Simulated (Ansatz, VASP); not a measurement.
## Two plane-wave programs on Cu

Contents of INCAR:

```
  ALGO = Normal
  EDIFF = 1E-6
  EDIFFG = -0.005
  ENCUT = 600
  GGA = CA
  IBRION = 2
  ISIF = 3
  ISMEAR = 1
  LASPH = True
  LCHARG = False
  LREAL = False
  LWAVE = False
  NELM = 60
  NSW = 80
  PREC = Accurate
  SIGMA = 0.15
```

The input KPOINTS:

```
k-points
0
Gamma
  16 16 16
```

Contents of POSCAR:

```
Cu
1.0
   -1.4427900000      1.4427900000      1.3760800000
    1.4427900000     -1.4427900000      1.3760800000
    1.4427900000      1.4427900000     -1.3760800000
Cu
1
Direct
    0.0000000000      0.0000000000      0.0000000000
```

Input for Ansatz:

```yaml
crystal:
  lattice:
    - [-1.44279, 1.44279, 1.37608]
    - [1.44279, -1.44279, 1.37608]
    - [1.44279, 1.44279, -1.37608]
  atoms:
    - { symbol: Cu, position: [0.0, 0.0, 0.0] }
basis:
  ecutwfc: 530.0
kpoints:
  mp_grid:
    grid: [16, 16, 16]
hamiltonian:
  xc: lda
  dispersion: none
scf:
  occupations:
    method: cold
    width: 0.15
relax:
  f_tol: 0.005
  max_steps: 60
  cell: {}
```

This isn't the form of Cu at room conditions, which is fcc.

Alike in both runs: task relaxation of cell and atoms; functional LDA; k mesh 16 × 16 × 16; no spin polarisation.

```csv
,VASP,Ansatz
version,VASP 6.6.1,Ansatz 0.2.0
potentials or method,"VASP PAW LDA potentials, release 64 (Cu)","plane waves, PAW"
plane-wave cutoff (eV),600,530
occupations,"methfessel-paxton of order 1, width 0.15 eV","cold, width 0.15 eV"
valence electrons in the cell,11,19
```

|  | VASP | Ansatz | Ansatz less VASP |
| --- | --- | --- | --- |
| relaxed volume (Å³/atom) | 10.98 | 10.93 | -0.050 |
| relaxed cell length with the largest relative difference (Å) | 2.426 | 2.427 | +0.0001 |
| energy change over the relaxation (meV/atom) | -11 | -15 | -3.7 |

The two sets of potentials don't hold the same shells in valence.
